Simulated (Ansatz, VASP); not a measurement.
Si in VASP and in Ansatz

```xyz
2
Lattice="0.0000 2.5418 3.0492 2.5418 0.0000 3.0492 2.5418 2.5418 0.0000" Properties=species:S:1:pos:R:3 pbc="T T T"
Si    2.5418    2.5418    3.0492
Si    3.8127    3.8127    4.5738
```

Alike in both runs: task single point; functional LDA; k mesh 12 × 12 × 12; occupations gaussian, width 0.05 eV; no spin polarisation.

|  | VASP | Ansatz |
| --- | --- | --- |
| version | VASP 6.6.1 | Ansatz 0.2.0 |
| potentials or method | VASP PAW LDA potentials, release 64 (Si) | scalar-relativistic, plane waves, PAW |
| plane-wave cutoff (eV) | 520 | 420 |
| valence electrons in the cell | 8 | 8 |

|  | VASP | Ansatz | Ansatz less VASP |
| --- | --- | --- | --- |
| gap on the k mesh at the Fermi level (eV) | none | none | - |
| pressure (GPa) | -1.0 | -1.1 | -0.05 |
| largest component of the traceless stress (GPa) | 14.44 | 14.44 | +0.002 |

A gap of «none» marks a metal or a gap that the smearing closes. Ansatz warned: «pseudo_functional_mismatch».
